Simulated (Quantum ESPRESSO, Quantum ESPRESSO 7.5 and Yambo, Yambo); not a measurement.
# Quasiparticle gap of As (buckled honeycomb monolayer) in Yambo

How does a plane-wave GW calculation on As (buckled honeycomb monolayer) run from the first input to the gap?

Main program and level: Quantum ESPRESSO 7.5 and Yambo 5.3.0; PBE and many-body steps on it, plane waves.

## (1) The structure

The cell holds 2 atoms: 2 As. Its edges and angles: a = 3.611 Å, b = 3.611 Å, c = 14.000 Å, α = 90.0°, β = 90.0°, γ = 120.0°. Vacuum lies along c.

The structure was relaxed with PBE. The runs that relaxed it are not among those shown.

## (2) Ground state

This step: Quantum ESPRESSO 7.5; DFT, PBE, plane waves, norm-conserving pseudopotentials.

The ground-state density comes first.

Contents of pw.in:

```
&control
  calculation = 'scf'
  prefix = 'x'
  outdir = 'o'
  pseudo_dir = 'pseudo'
/
&system
  ibrav = 0
  nat = 2
  ntyp = 1
  ecutwfc = 76.0
  nbnd = 20
  force_symmorphic = .true.
/
&electrons
  conv_thr = 1e-10
  electron_maxstep = 80
  mixing_beta = 0.5
/
ATOMIC_SPECIES
  As 74.922 As.upf
CELL_PARAMETERS angstrom
  3.6113928119 0.0000000000 0.0000000000
  -1.8056964060 3.1275579181 0.0000000000
  0.0000000000 0.0000000000 14.0000000000
ATOMIC_POSITIONS crystal
  As 0.3333333333 0.6666666667 0.4503491445
  As 0.6666666667 0.3333333333 0.5496508555
K_POINTS automatic
  12 12 1 0 0 0
```

On the command line:

```sh
$ OMP_NUM_THREADS=1 mpirun -n 4 pw.x -nk 4 -in pw.in > pw.out
```

Log:

```text
Program PWSCF v.7.5 starts

     This program is part of the open-source Quantum ESPRESSO suite
     for quantum simulation of materials; please cite
         "P. Giannozzi et al., J. Phys.:Condens. Matter 21 395502 (2009);
         "P. Giannozzi et al., J. Phys.:Condens. Matter 29 465901 (2017);
         "P. Giannozzi et al., J. Chem. Phys. 152 154105 (2020);
     in publications or presentations arising from this work. More details at
     Message from routine setup:
     using ibrav=0 with symmetry is DISCOURAGED, use correct ibrav instead

     G-vector sticks info

     bravais-lattice index     =            0
     lattice parameter (alat)  =       6.8245  a.u.
     unit-cell volume          =    1067.0990 (a.u.)^3
     number of atoms/cell      =            2
     number of atomic types    =            1
     number of electrons       =        30.00
     number of Kohn-Sham states=           20
     kinetic-energy cutoff     =      76.0000  Ry
     charge density cutoff     =     304.0000  Ry
     scf convergence threshold =      1.0E-10
     mixing beta               =       0.5000
     number of iterations used =            8  plain     mixing
     Exchange-correlation= PBE
                           (   1   4   3   4   0   0   0)

     celldm(1)=   6.824543  celldm(2)=   0.000000  celldm(3)=   0.000000
     celldm(4)=   0.000000  celldm(5)=   0.000000  celldm(6)=   0.000000

     crystal axes: (cart. coord. in units of alat)
               a(1) = (   1.000000   0.000000   0.000000 )
               a(2) = (  -0.500000   0.866025   0.000000 )
               a(3) = (   0.000000   0.000000   3.876621 )

     reciprocal axes: (cart. coord. in units 2 pi/alat)
               b(1) = (  1.000000  0.577350 -0.000000 )
               b(2) = (  0.000000  1.154701  0.000000 )
               b(3) = (  0.000000 -0.000000  0.257957 )
     Pseudo is Norm-conserving + core correction, Zval = 15.0
     Generated using ONCVPSP code by D. R. Hamann
     Using radial grid of 1358 points,  6 beta functions with:
     As               15.00    74.92200     As( 1.00)

     12 Sym. Ops., with inversion, found

   Cartesian axes

     site n.     atom                  positions (alat units)
         1        As     tau(   1) = (  -0.0000000   0.5773503   1.7458328  )
         2        As     tau(   2) = (   0.5000000   0.2886751   2.1307879  )

     number of k points=    19
                       cart. coord. in units 2pi/alat
        k(    1) = (   0.0000000   0.0000000   0.0000000), wk =   0.0138889
        k(    2) = (   0.0000000   0.0962250   0.0000000), wk =   0.0833333
        k(    3) = (   0.0000000   0.1924501   0.0000000), wk =   0.0833333
        k(    4) = (   0.0000000   0.2886751   0.0000000), wk =   0.0833333
        k(    5) = (   0.0000000   0.3849002   0.0000000), wk =   0.0833333
        k(    6) = (   0.0000000   0.4811252   0.0000000), wk =   0.0833333
        k(    7) = (   0.0000000  -0.5773503   0.0000000), wk =   0.0416667
        k(    8) = (   0.0833333   0.1443376   0.0000000), wk =   0.0833333
        k(    9) = (   0.0833333   0.2405626   0.0000000), wk =   0.1666667
        k(   10) = (   0.0833333   0.3367877   0.0000000), wk =   0.1666667
     [... 7 further rows ...]
        k(   18) = (   0.2500000   0.5292377   0.0000000), wk =   0.1666667
        k(   19) = (   0.3333333   0.5773503   0.0000000), wk =   0.0277778

     Dense  grid:    95457 G-vectors     FFT dimensions: (  40,  40, 150)

     Initial potential from superposition of free atoms

     starting charge      29.9995, renormalised to      30.0000
     Starting wfcs are   18 randomized atomic wfcs +    2 random wfcs

     per-process dynamical memory:    71.3 Mb

     Self-consistent Calculation

     iteration #  1     ecut=    76.00 Ry     beta= 0.50

     Threshold (ethr) on eigenvalues was too large:
     Diagonalizing with lowered threshold

     total energy              =    -424.26400110 Ry
     estimated scf accuracy    <       0.02193761 Ry

     iteration #  2     ecut=    76.00 Ry     beta= 0.50

     total energy              =    -424.26433257 Ry
     estimated scf accuracy    <       0.00360420 Ry

     iteration #  3     ecut=    76.00 Ry     beta= 0.50

     total energy              =    -424.26456639 Ry
     estimated scf accuracy    <       0.00009676 Ry

     iteration #  4     ecut=    76.00 Ry     beta= 0.50

     total energy              =    -424.26458038 Ry
     estimated scf accuracy    <       0.00000659 Ry

     iteration #  5     ecut=    76.00 Ry     beta= 0.50

     total energy              =    -424.26458101 Ry
     estimated scf accuracy    <       0.00000032 Ry

     iteration #  6     ecut=    76.00 Ry     beta= 0.50

     total energy              =    -424.26458110 Ry
     estimated scf accuracy    <       0.00000002 Ry

     iteration #  7     ecut=    76.00 Ry     beta= 0.50

     total energy              =    -424.26458111 Ry
     estimated scf accuracy    <          3.4E-09 Ry

     iteration #  8     ecut=    76.00 Ry     beta= 0.50

     total energy              =    -424.26458111 Ry
     estimated scf accuracy    <          1.2E-09 Ry

     iteration #  9     ecut=    76.00 Ry     beta= 0.50

     End of self-consistent calculation

          k = 0.0000 0.0000 0.0000 ( 12049 PWs)   bands (ev):

   -36.3873 -36.3873 -36.3561 -36.3561 -36.2863 -36.2765 -36.2765 -36.2273
   -36.2183 -36.2183 -14.6245  -8.3377  -1.7059  -1.1908  -1.1908   0.7449
     2.3021   2.3021   3.8047   3.8602

          k = 0.0000 0.0962 0.0000 ( 11989 PWs)   bands (ev):

   -36.3873 -36.3856 -36.3552 -36.3541 -36.2872 -36.2775 -36.2751 -36.2286
   -36.2198 -36.2182 -14.5328  -8.3273  -2.0745  -1.6627  -1.3946   1.3674
     2.1899   2.5099   3.9152   3.9939

          k = 0.0000 0.1925 0.0000 ( 11975 PWs)   bands (ev):

   -36.3873 -36.3810 -36.3528 -36.3493 -36.2892 -36.2808 -36.2718 -36.2331
   -36.2236 -36.2185 -14.2603  -8.3435  -3.3765  -1.8475  -1.5718   1.0689
     2.8740   2.9194   4.2002   4.3711

          k = 0.0000 0.2887 0.0000 ( 11950 PWs)   bands (ev):

     [... further k-points ...]

     highest occupied, lowest unoccupied level (ev):    -1.1908    0.4471

!    total energy              =    -424.26458111 Ry
     estimated scf accuracy    <          5.6E-11 Ry

     The total energy is the sum of the following terms:
     one-electron contribution =    -992.13726321 Ry
     hartree contribution      =     499.05622601 Ry
     xc contribution           =     -94.93549028 Ry
     ewald contribution        =     163.75194636 Ry

     convergence has been achieved in   9 iterations

     XML data file, charge density, pseudopotentials, collected wavefunctions

=------------------------------------------------------------------------------=
   JOB DONE.
=------------------------------------------------------------------------------=
```

It took 21 s on 4 MPI ranks of Arm Neoverse V1, shared host; peak memory 0.49 GiB; 82 s of CPU time.

This step gave:

```
total energy               : -5772.4137 eV
gap                        : 1.638 eV
k of the valence top       : 0, 0, 0
k of the conduction bottom : 0, 0.3333, 0
least direct gap           : 1.936 eV
```

The gap is indirect, with the least direct gap 0.30 eV higher.

## (3) Bands along the symmetry lines

The cheap functional maps the bands first; the places of the edges decide which points the dearer methods must see.

Contents of pw.in:

```
&control
  calculation = 'bands'
  prefix = 'x'
  outdir = 'o'
  pseudo_dir = 'pseudo'
/
&system
  ibrav = 0
  nat = 2
  ntyp = 1
  ecutwfc = 76.0
  nbnd = 21
  force_symmorphic = .true.
/
&electrons
  conv_thr = 1e-9
  electron_maxstep = 80
  diago_full_acc = .true.
  diago_thr_init = 5e-6
/
ATOMIC_SPECIES
  As 74.922 As.upf
CELL_PARAMETERS angstrom
  3.6113928119 0.0000000000 0.0000000000
  -1.8056964060 3.1275579181 0.0000000000
  0.0000000000 0.0000000000 14.0000000000
ATOMIC_POSITIONS crystal
  As 0.3333333333 0.6666666667 0.4503491445
  As 0.6666666667 0.3333333333 0.5496508555
K_POINTS crystal
  25
  0.00000000 0.00000000 0.00000000 1
  0.06250000 0.00000000 0.00000000 1
  0.12500000 0.00000000 0.00000000 1
  0.18750000 0.00000000 0.00000000 1
  0.25000000 0.00000000 0.00000000 1
  0.31250000 0.00000000 0.00000000 1
  0.37500000 0.00000000 0.00000000 1
  0.43750000 0.00000000 0.00000000 1
  0.50000000 0.00000000 0.00000000 1
  0.47916667 0.04166667 0.00000000 1
  0.45833333 0.08333333 0.00000000 1
  0.43750000 0.12500000 0.00000000 1
  0.41666666 0.16666666 0.00000000 1
  0.39583333 0.20833333 0.00000000 1
  0.37500000 0.25000000 0.00000000 1
  0.35416666 0.29166666 0.00000000 1
  0.33333333 0.33333333 0.00000000 1
  0.29166666 0.29166666 0.00000000 1
  0.25000000 0.25000000 0.00000000 1
  0.20833333 0.20833333 0.00000000 1
  0.16666666 0.16666666 0.00000000 1
  0.12500000 0.12500000 0.00000000 1
  0.08333333 0.08333333 0.00000000 1
  0.04166667 0.04166667 0.00000000 1
  0.00000000 0.00000000 0.00000000 1
```

Log:

```text
[banner, memory and clock lines left out]
Program PWSCF v.7.5 starts

     Atomic positions and unit cell read from directory:
     o/x.save/

     Message from routine setup:
     using ibrav=0 with symmetry is DISCOURAGED, use correct ibrav instead

     G-vector sticks info

     bravais-lattice index     =            0
     lattice parameter (alat)  =       6.8245  a.u.
     unit-cell volume          =    1067.0990 (a.u.)^3
     number of atoms/cell      =            2
     number of atomic types    =            1
     number of electrons       =        30.00
     number of Kohn-Sham states=           21
     kinetic-energy cutoff     =      76.0000  Ry
     charge density cutoff     =     304.0000  Ry
     Exchange-correlation= PBE
                           (   1   4   3   4   0   0   0)

     celldm(1)=   6.824543  celldm(2)=   0.000000  celldm(3)=   0.000000
     celldm(4)=   0.000000  celldm(5)=   0.000000  celldm(6)=   0.000000

     crystal axes: (cart. coord. in units of alat)
               a(1) = (   1.000000   0.000000   0.000000 )
               a(2) = (  -0.500000   0.866025   0.000000 )
               a(3) = (   0.000000   0.000000   3.876621 )

     reciprocal axes: (cart. coord. in units 2 pi/alat)
               b(1) = (  1.000000  0.577350 -0.000000 )
               b(2) = (  0.000000  1.154701  0.000000 )
               b(3) = (  0.000000 -0.000000  0.257957 )
     Pseudo is Norm-conserving + core correction, Zval = 15.0
     Generated using ONCVPSP code by D. R. Hamann
     Using radial grid of 1358 points,  6 beta functions with:
     As               15.00    74.92200     As( 1.00)

     12 Sym. Ops., with inversion, found

   Cartesian axes

     site n.     atom                  positions (alat units)
         1        As     tau(   1) = (  -0.0000000   0.5773503   1.7458328  )
         2        As     tau(   2) = (   0.5000000   0.2886751   2.1307879  )

     number of k points=    25
                       cart. coord. in units 2pi/alat
        k(    1) = (   0.0000000   0.0000000   0.0000000), wk =   0.0800000
        k(    2) = (   0.0625000   0.0360844   0.0000000), wk =   0.0800000
        k(    3) = (   0.1250000   0.0721688   0.0000000), wk =   0.0800000
[...]
[... 13 further rows ...]
        k(   24) = (   0.0416667   0.0721688   0.0000000), wk =   0.0800000
        k(   25) = (   0.0000000   0.0000000   0.0000000), wk =   0.0800000

     Dense  grid:    95457 G-vectors     FFT dimensions: (  40,  40, 150)

     The potential is recalculated from file :
     o/x.save/charge-density

     Starting wfcs are   18 randomized atomic wfcs +    3 random wfcs

     Band Structure Calculation

     End of band structure calculation

          k = 0.0000 0.0000 0.0000 ( 12049 PWs)   bands (ev):

   -36.3872 -36.3872 -36.3560 -36.3560 -36.2863 -36.2764 -36.2764 -36.2272
   -36.2183 -36.2183 -14.6245  -8.3377  -1.7059  -1.1908  -1.1908   0.7449
     2.3021   2.3021   3.8047   3.8602   5.7462

          k = 0.0625 0.0361 0.0000 ( 11985 PWs)   bands (ev):

   -36.3872 -36.3862 -36.3554 -36.3548 -36.2867 -36.2770 -36.2756 -36.2279
[...]
2.1950   2.4249   3.8684   3.9350   5.8020

          k = 0.1250 0.0722 0.0000 ( 11987 PWs)   bands (ev):

[...]
2.4732   2.7124   4.0401   4.1608   5.9159

[...]
k = 0.0417 0.0722 0.0000 ( 11985 PWs)   bands (ev):

[...]
2.1287   2.4940   3.8892   3.9599   5.8178

          k = 0.0000 0.0000 0.0000 ( 12049 PWs)   bands (ev):

   -36.3872 -36.3872 -36.3560 -36.3560 -36.2863 -36.2764 -36.2764 -36.2272
   -36.2183 -36.2183 -14.6245  -8.3377  -1.7059  -1.1908  -1.1908   0.7449
     2.3021   2.3021   3.8047   3.8602   5.7463

     XML data file, pseudopotentials, collected wavefunctions
```

Run time: 9.9 s. Hardware: 4 MPI ranks; peak memory 0.38 GiB; 39 s of CPU time.

Numbers from this step:

```
gap                        : 1.622 eV
k of the valence top       : 0, 0, 0
k of the conduction bottom : 0.3125, 0, 0
least direct gap           : 1.936 eV
```

The gap is 1.622 eV, −0.015 eV from the run before at this level.

The electronic bands at the labelled points (eV, zero at the top of the highest filled band):

| point | band 12 | band 13 | band 14 | band 15 | band 16 | band 17 | band 18 | band 19 |
| --- | --- | --- | --- | --- | --- | --- | --- | --- |
| Γ | -7.15 | -0.52 | 0.00 | 0.00 | 1.94 | 3.49 | 3.49 | 5.00 |
| halfway | -7.35 | -3.17 | -1.14 | -0.40 | 1.74 | 4.31 | 4.41 | 5.81 |
| M | -9.09 | -3.37 | -1.86 | -1.54 | 1.99 | 3.17 | 4.51 | 6.32 |
| halfway | -9.22 | -3.72 | -2.42 | -1.54 | 2.69 | 3.65 | 4.19 | 6.85 |
| K | -9.92 | -4.32 | -1.96 | -1.96 | 2.04 | 4.57 | 4.57 | 8.11 |
| halfway | -7.52 | -3.17 | -2.23 | -0.38 | 2.79 | 3.48 | 4.71 | 6.16 |
| Γ | -7.15 | -0.52 | 0.00 | 0.00 | 1.94 | 3.49 | 3.49 | 5.00 |

The electronic bands as a text plot (rows in eV, shown from -8.0 to 5.1 only):

```
    4.8 |+             +++++++         +++++++++++++++++++      +
    4.2 |      ++++++++       +++++++++++  +++            +++
    3.7 |++++++        +++         +          +++   +++      ++++
    3.1 | +++             +++++++++              +++   +++++++++
    2.6 | +++++                 +  +++        +++   ++++++   +++
    2.1 |+     +++        ++++++      ++++++++                  +
    1.5 |         ++++++++
    1.0 |
    0.4 |
   -0.1 |****  ***                                  ******   ****
   -0.7 |**************                          ***      *******
   -1.2 |         **********                  ***      ***
   -1.7 |    **        ***********************            ***
   -2.3 |      ***              *********  ***      ***
   -2.8 |                                     ******   ***
   -3.4 |         *****************              ******
   -3.9 |                          ****    ******
   -4.5 |                              ****
   -5.0 |
   -5.6 |
   -6.1 |
   -6.6 |
   -7.2 |************                                  **********
   -7.7 |            **                             ***
         Γ                   M           K                      Γ
```

## (4) Empty states on the mesh, 6×6×1 mesh, 100 bands

The sums over transitions need many empty states on a uniform mesh; this step solves for them.

Contents of pw.in:

```
&control
  calculation = 'nscf'
  prefix = 'x'
  outdir = 'o'
  pseudo_dir = 'pseudo'
/
&system
  ibrav = 0
  nat = 2
  ntyp = 1
  ecutwfc = 76.0
  nbnd = 100
  force_symmorphic = .true.
/
&electrons
  conv_thr = 1e-9
  electron_maxstep = 80
  diago_full_acc = .true.
  diago_thr_init = 5e-6
/
ATOMIC_SPECIES
  As 74.922 As.upf
CELL_PARAMETERS angstrom
  3.6113928119 0.0000000000 0.0000000000
  -1.8056964060 3.1275579181 0.0000000000
  0.0000000000 0.0000000000 14.0000000000
ATOMIC_POSITIONS crystal
  As 0.3333333333 0.6666666667 0.4503491445
  As 0.6666666667 0.3333333333 0.5496508555
K_POINTS automatic
  6 6 1 0 0 0
```

Log:

```text
[banner, memory and clock lines left out]
Program PWSCF v.7.5 starts

     Atomic positions and unit cell read from directory:
     o/x.save/

     Message from routine setup:
     using ibrav=0 with symmetry is DISCOURAGED, use correct ibrav instead

     G-vector sticks info

     bravais-lattice index     =            0
     lattice parameter (alat)  =       6.8245  a.u.
     unit-cell volume          =    1067.0990 (a.u.)^3
     number of atoms/cell      =            2
     number of atomic types    =            1
     number of electrons       =        30.00
     number of Kohn-Sham states=          100
     kinetic-energy cutoff     =      76.0000  Ry
     charge density cutoff     =     304.0000  Ry
     Exchange-correlation= PBE
                           (   1   4   3   4   0   0   0)

     celldm(1)=   6.824543  celldm(2)=   0.000000  celldm(3)=   0.000000
     celldm(4)=   0.000000  celldm(5)=   0.000000  celldm(6)=   0.000000

     crystal axes: (cart. coord. in units of alat)
               a(1) = (   1.000000   0.000000   0.000000 )
               a(2) = (  -0.500000   0.866025   0.000000 )
               a(3) = (   0.000000   0.000000   3.876621 )

     reciprocal axes: (cart. coord. in units 2 pi/alat)
               b(1) = (  1.000000  0.577350 -0.000000 )
               b(2) = (  0.000000  1.154701  0.000000 )
               b(3) = (  0.000000 -0.000000  0.257957 )
     Pseudo is Norm-conserving + core correction, Zval = 15.0
     Generated using ONCVPSP code by D. R. Hamann
     Using radial grid of 1358 points,  6 beta functions with:
     As               15.00    74.92200     As( 1.00)

     12 Sym. Ops., with inversion, found

   Cartesian axes

     site n.     atom                  positions (alat units)
         1        As     tau(   1) = (  -0.0000000   0.5773503   1.7458328  )
         2        As     tau(   2) = (   0.5000000   0.2886751   2.1307879  )

     number of k points=     7
                       cart. coord. in units 2pi/alat
        k(    1) = (   0.0000000   0.0000000   0.0000000), wk =   0.0555556
        k(    2) = (   0.0000000   0.1924501   0.0000000), wk =   0.3333333
        k(    3) = (   0.0000000   0.3849002   0.0000000), wk =   0.3333333
        k(    4) = (   0.0000000  -0.5773503   0.0000000), wk =   0.1666667
        k(    5) = (   0.1666667   0.2886751   0.0000000), wk =   0.3333333
        k(    6) = (   0.1666667   0.4811252   0.0000000), wk =   0.6666667
        k(    7) = (   0.3333333   0.5773503   0.0000000), wk =   0.1111111

     Dense  grid:    95457 G-vectors     FFT dimensions: (  40,  40, 150)

     The potential is recalculated from file :
     o/x.save/charge-density

     Starting wfcs are   18 randomized atomic wfcs +   82 random wfcs

     Band Structure Calculation

     End of band structure calculation

          k = 0.0000 0.0000 0.0000 ( 12049 PWs)   bands (ev):

   -36.3872 -36.3872 -36.3560 -36.3560 -36.2863 -36.2764 -36.2764 -36.2272
   -36.2183 -36.2183 -14.6245  -8.3377  -1.7059  -1.1908  -1.1908   0.7449
     2.3021   2.3021   3.8047   3.8602   5.7462   7.0097   8.0039   8.9776
[...]
38.0187  39.5226  39.5227  39.6593

          k = 0.0000 0.1925 0.0000 ( 11975 PWs)   bands (ev):

[...]
38.0195  38.4601  38.6715  39.0083

          k = 0.0000 0.3849 0.0000 ( 11944 PWs)   bands (ev):

[...]
32.1847  32.9839  33.2706  33.4574  33.5267  33.6551  33.7713  33.8466
    34.2831  34.4229  34.7966  35.5516  35.9473  36.3313  36.5092  36.5100
    37.4594  37.6251  37.9955  38.2328

          k = 0.0000-0.5774 0.0000 ( 11918 PWs)   bands (ev):

     [... further k-points ...]

     highest occupied, lowest unoccupied level (ev):    -1.1908    0.4471

     XML data file, pseudopotentials, collected wavefunctions
```

Wall time 23 s (4 MPI ranks); peak memory 0.69 GiB.

Numbers from this step:

| Property | Result |
| --- | --- |
| gap | 1.638 eV |
| k of the valence top | 0, 0, 0 |
| k of the conduction bottom | 0, 0.3333, 0 |
| least direct gap | 1.936 eV |
| k points computed | 7 |
| lowest point of the top converged band, above the valence top | 38.25 eV |

On this mesh the gap is 1.638 eV.

[end of part 1 of 2]

[Paths, hosts, dates, memory and timing lines, banners, echoed tables and standing remarks are left out of the program output.]

[Logs are printed without paths, hosts, clocks, repeated set-up lines and the standing remarks that a program may print on its own settings, such as how far it seeks lower states.]

[Runs of the session that timed out or met a known fault of the program may be left out.]

[Hosts, paths, dates, database ids (printed as entryN), source tags and the programs' standing remarks are cut or masked in the printed files.]
